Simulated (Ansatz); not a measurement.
**BiTe: enthalpy against pressure**

BiTe, Fm-3m, a = 6.394 Å. The structure is a COD entry; whether it is the stable form wasn't checked. Ansatz: PBEsol, PAW, 420 eV, Γ-centred 12×12×12 mesh on 2 atoms, Gaussian smearing 0.10 eV; no spin polarisation. Cell and atoms are relaxed at each pressure, and no other structure is tried, so the rows at high pressure may lie past a change of phase. y is the enthalpy over the state at zero pressure; there V0 = 32.681 Å³/atom. The pressures are the targets, met within 0.08 GPa.

| P (GPa) | y (eV/atom) |
| --- | --- |
| -1.0 | -0.2058 |
| 0.0 | 0.0000 |
| 1.0 | 0.2021 |
| 4.0 | 0.7891 |
| 12.0 | ? |
| 25.0 | 4.4012 |
| 50.0 | 8.0879 |
| 90.0 | 13.2759 |

Task: Fit y = c1 P + c2 P² + c3 P³ to the other rows, say what c1 and c2 mean, and predict the missing value.

Result: Least squares on the rows shown. y = 0.19570 P − 0.00086153 P² + 3.6232×10⁻⁶ P³. Since dH/dP = V, c1 is V0: 0.19570 eV/GPa × 160.2 = 31.351 Å³ against 32.681; c2 = −V0/(2B0) gives B0 = 114 GPa, where a Birch–Murnaghan fit to the volumes of the same runs (not shown) gives 54 GPa. The volume falls by 40 % over the range, most steeply at the start, which a cubic can't follow: here c1 isn't V0 and c2 doesn't give B0. Above P = −c2/(3 c3) = 79 GPa the cubic's slope, the volume, would rise with pressure, so the form fails there. At P = 12.0 the fit asked for gives 2.2306 eV/atom. The run gave 2.2488 eV/atom, so the fit is 0.0182 eV/atom too low, within twice the rms miss on the fitted rows (0.0103 eV/atom).

The mesh isn't the same in all rows (12×12×12, 14×14×14). Spin–orbit coupling is left out, which can shift energies with elements as heavy as these.